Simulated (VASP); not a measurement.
# CaO (R-3m) in VASP: electric field gradients with PBE

Aim: the electric field gradients of CaO with PBE.

Program: VASP 6.6.1. These are calculated values, not measurements. Logs are shortened: lines on timing, memory, paths and dates and some standing lists are left out, and cuts for length are marked.

## 1. The cell of the first run

Symmetry: R-3m, No. 166, trigonal system. Conventional cell: a = 3.515 Å, b = 3.515 Å, c = 8.229 Å, α = 90.00°, β = 90.00°, γ = 120.00°. Ca (site symmetry -3m) is surrounded by 6 O at 2.45 Å. O (site symmetry -3m) is surrounded by 6 Ca at 2.45 Å.

## 2. Electric field gradients, PBE (equal xy, yz and zx shear strains of -3 %)

INCAR

```
SYSTEM = CaO
ALGO = Fast
EDIFF = 1E-8
ENCUT = 520
GGA = PE
ISIF = 2
ISMEAR = -1
LASPH = .True.
LCHARG = .False.
LEFG = .True.
LREAL = .False.
LWAVE = .False.
NBANDS = 15
NELM = 80
PREC = Accurate
SIGMA = 0.02
```

KPOINTS

```
k-points
0
Gamma
  11 11 11
  0 0 0
```

POSCAR

```
CaO
1.0
   -0.0734700000      2.4122650000      2.4122650000
    2.4122650000     -0.0734700000      2.4122650000
    2.4122650000      2.4122650000     -0.0734700000
Ca O
1 1
Direct
    0.0000000000      0.0000000000      0.0000000000
    0.5000000000      0.5000000000      0.5000000000
```

Potentials or basis: VASP PAW PBE potentials, release 64 (Ca_sv, O).

Started as:

```sh
$ cat potpaw_PBE.64/Ca_sv/POTCAR potpaw_PBE.64/O/POTCAR > POTCAR
$ mpirun -np 1 vasp_std > vasp.out
```

OUTCAR:

```text
SYSTEM = CaO
   EDIFF = 1E-8
   ENCUT = 520
   GGA = PE
   ISIF = 2
   ISMEAR = -1
   LASPH = .True.
   LREAL = .False.
   NELM = 80
   PREC = Accurate

 ion  position               nearest neighbor table
   1  0.000  0.000  0.000-   2 2.45   2 2.45   2 2.45   2 2.45   2 2.45   2 2.45
   2  0.500  0.500  0.500-   1 2.45   1 2.45   1 2.45   1 2.45   1 2.45   1 2.45

  LATTYP: Found a trigonal (rhomboedric) cell.
 ALAT       =     3.4122489214
 COS(alpha) =     0.4693254694

  Lattice vectors:

 A1 = (  -0.0734700000,   2.4122650000,   2.4122650000)
 A2 = (   2.4122650000,  -0.0734700000,   2.4122650000)
 A3 = (   2.4122650000,   2.4122650000,  -0.0734700000)

Analysis of symmetry for initial positions (statically):
=====================================================================
 Subroutine PRICEL returns:
 Original cell was already a primitive cell.

 Routine SETGRP: Setting up the symmetry group for a
 trigonal (rhombohedral) supercell.

 Subroutine GETGRP returns: Found 12 space group operations
 (whereof 12 operations were pure point group operations)
 out of a pool of 12 trial point group operations.

The static configuration has the point symmetry D_3d.

Analysis of symmetry for dynamics (positions and initial velocities):
=====================================================================
 Subroutine PRICEL returns:
 Original cell was already a primitive cell.

 Routine SETGRP: Setting up the symmetry group for a
 trigonal (rhombohedral) supercell.

 Subroutine GETGRP returns: Found 12 space group operations
 (whereof 12 operations were pure point group operations)
 out of a pool of 12 trial point group operations.

The dynamic configuration has the point symmetry D_3d.

 Subroutine INISYM returns: Found 12 space group operations
 (whereof 12 operations are pure point group operations),
 and found     1 'primitive' translations

----------------------------------------------------------------------------------------

                                     Primitive cell

  volume of cell :      29.3562

  direct lattice vectors                    reciprocal lattice vectors
    -0.073470000  2.412265000  2.412265000    -0.198037217  0.204258281  0.204258281
     2.412265000 -0.073470000  2.412265000     0.204258281 -0.198037217  0.204258281
[... 139 lines left out ...]
 fundamental gap:      3.5716159649
 Fermi energy:         2.6361700667

 k-point     1 :       0.0000    0.0000    0.0000
  band No.  band energies     occupation
      1     -35.8410      2.00000
      2     -16.6422      2.00000
      3     -16.6377      2.00000
      4     -16.6377      2.00000
      5     -13.3776      2.00000
      6       2.0046      2.00000
      7       2.0046      2.00000
      8       2.1461      2.00000
      9       6.2957      0.00000
     10       7.9641      0.00000
     11       7.9641      0.00000
     12       8.4358      0.00000
     13       9.5477      0.00000
     14       9.5477      0.00000
[... 401 lines left out ...]
      2     -17.1470      2.00000
      3     -16.7669      2.00000
      4     -16.6565      2.00000
      5     -12.7676      2.00000
      6       0.3690      2.00000
      7       1.3060      2.00000
      8       1.5233      2.00000
      9       8.0006      0.00000
     10       8.4729      0.00000
     11       9.0897      0.00000
     12       9.6114      0.00000
     13      10.9480      0.00000
     14      11.2834      0.00000
     15      17.4913      0.00000

 [... further k-points ...]

------------------------ aborting loop because EDIFF is reached ----------------------------------------

  FORCE on cell =-STRESS in cart. coord.  units (eV):
  Direction    XX          YY          ZZ          XY          YZ          ZX
  --------------------------------------------------------------------------------------
  -------------------------------------------------------------------------------------
  Total       -0.6473254     -0.6473254     -0.6473254      0.3780375      0.3780375      0.3780375
  in kB      -35.3291401    -35.3291401    -35.3291401     20.6321909     20.6321909     20.6321909
  external PRESSURE =     -35.3291401 kB  Pullay stress =       0.0000000 kB

 VOLUME and BASIS-vectors are now :
 -----------------------------------------------------------------------------
  energy-cutoff  :      520.00
  volume of cell :       29.36
      direct lattice vectors                 reciprocal lattice vectors
    -0.073470000  2.412265000  2.412265000    -0.198037217  0.204258281  0.204258281
     2.412265000 -0.073470000  2.412265000     0.204258281 -0.198037217  0.204258281
     2.412265000  2.412265000 -0.073470000     0.204258281  0.204258281 -0.198037217

 POSITION                                       TOTAL-FORCE (eV/Angst)
 -----------------------------------------------------------------------------------
      0.00000      0.00000      0.00000         0.000000      0.000000      0.000000
      2.37553      2.37553      2.37553        -0.000000     -0.000000     -0.000000
 -----------------------------------------------------------------------------------
    total drift:                                0.000000      0.000000      0.000000

  FREE ENERGIE OF THE ION-ELECTRON SYSTEM (eV)
  ---------------------------------------------------
  free  energy   TOTEN  =       -12.7776752066 eV

  energy  without entropy=      -12.7776752066  energy(sigma->0) =      -12.77767521

 Electric field gradients (V/A^2)
---------------------------------------------------------------------
 ion       V_xx      V_yy      V_zz      V_xy      V_xz      V_yz
---------------------------------------------------------------------
   1      -0.000    -0.000     0.000     4.063     4.063     4.063
   2      -0.000     0.000    -0.000    -2.229    -2.229    -2.229
---------------------------------------------------------------------

 Electric field gradients after diagonalization (V/A^2)
 (convention: |V_zz| > |V_xx| > |V_yy|)
----------------------------------------------------------------------
 ion       V_xx      V_yy      V_zz     asymmetry (V_yy - V_xx)/ V_zz
----------------------------------------------------------------------
   1      -4.063    -4.063     8.127       0.000
   2       2.229     2.229    -4.457       0.000
----------------------------------------------------------------------

           NMR quadrupolar parameters

 Cq : quadrupolar parameter    Cq=e*Q*V_zz/h
 eta: asymmetry parameters     (V_yy - V_xx)/ V_zz
 Q  : nuclear electric quadrupole moment in mb (millibarn)
----------------------------------------------------------------------
 ion       Cq(MHz)       eta       Q (mb)
----------------------------------------------------------------------
   1       0.020       0.000       1.000
   2      -0.011       0.000       1.000
----------------------------------------------------------------------
```

OSZICAR:

```text
N       E                     dE             d eps       ncg     rms          rms(c)
DAV:   1     0.123005586608E+03    0.12301E+03   -0.83887E+03  4380   0.109E+03
DAV:   2    -0.903454480922E+01   -0.13204E+03   -0.12355E+03  5395   0.285E+02
DAV:   3    -0.143509445326E+02   -0.53164E+01   -0.52780E+01  5341   0.592E+01
[... 12 lines left out ...]
RMM:  16    -0.127776756059E+02   -0.74399E-06   -0.39120E-06  6884   0.130E-02    0.575E-03
RMM:  17    -0.127776750672E+02    0.53871E-06   -0.12708E-06  6641   0.659E-03    0.132E-03
RMM:  18    -0.127776751386E+02   -0.71420E-07   -0.52429E-07  6556   0.374E-03    0.288E-04
RMM:  19    -0.127776752078E+02   -0.69172E-07   -0.16356E-07  6008   0.203E-03    0.421E-04
RMM:  20    -0.127776752066E+02    0.12374E-08   -0.56077E-08  5183   0.127E-03
   1 F= -.12777675E+02 E0= -.12777675E+02  d E =-.188761E-13
```

stdout:

```text
POSCAR found type information on POSCAR CaO
 POSCAR found :  2 types and       2 ions
 scaLAPACK will be used
 LDA part: xc-table for (Slater+PW92), standard interpolation
[... 27 lines left out ...]
 num prob  num prob  num prob  num prob  num prob  num prob  num prob  num prob  num prob  num prob  num prob WARNING in EDDRMM: call to ZHEGV failed, returncode =   6  3     11
 num prob  num prob  num prob  num prob  num prob  num prob  num prob  num prob  num prob  num prob  num prob  num prob  num prob  num prob  num prob WARNING in EDDRMM: call to ZHEGV failed, returncode =   6  3     12
 num prob  num prob  num prob  num prob  num prob  num prob  num prob RMM:  20    -0.127776752066E+02    0.12374E-08   -0.56077E-08  5183   0.127E-03
ion   1

ion   2
```

Run time: 2.2 min. Hardware: 1 thread of Intel Xeon Platinum 8488C (Sapphire Rapids), shared host; peak memory 0.2 GiB.

What came out:

```
Free energy            : -12.7777 eV
Pressure               : -3.5 GPa
Band gap on the k mesh : 3.57 eV, indirect (least direct gap 3.98 eV)
```

Stress tensor (GPa, compression positive):
```
-3.53  2.06  2.06
 2.06 -3.53  2.06
 2.06  2.06 -3.53
```

Electric field gradients, principal values (V/Å²):
| atom | Vxx | Vyy | Vzz |
| --- | --- | --- | --- |
| 1 Ca | -4.063 | -4.063 | 8.127 |
| 2 O | 2.229 | 2.229 | -4.457 |

Caveat: an odd mesh through Γ misses points on the zone boundary, where band edges often lie.
